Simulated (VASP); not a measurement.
Input of a VASP 6.6.1 run:

File INCAR:

```
  PREC = Accurate
  ENCUT = 520
  EDIFF = 1E-6
  ISMEAR = -1
  SIGMA = 0.1
  LREAL = False
  LASPH = True
  NELM = 60
  ALGO = Normal
  ISIF = 2
  LWAVE = False
  LCHARG = True
  GGA = CA
  LELF = True
  LVHAR = True
  NBANDS = 13
```

Contents of KPOINTS:

```
regular mesh
0
Gamma
  12 12 12
```

The input POSCAR:

```
Sn
1.0
    2.9190310400      0.0000000000      0.0000000000
    0.0000000000      2.9190310400      0.0000000000
    0.0000000000      0.0000000000      2.9190310400
Sn
1
Direct
    0.0000000000      0.0000000000      0.0000000000
```

Potentials or basis: VASP PAW LDA potentials, release 64 (Sn_d).

Run with:

```console
$ cat potpaw_LDA.64/Sn_d/POTCAR > POTCAR
$ mpirun -np 1 vasp_std > vasp.out
```

(1) Estimate the band gap on the k mesh.

(2) Estimate the pressure.

Answers

(1) none (metal or under the smearing width).

(2) 6.3 GPa.
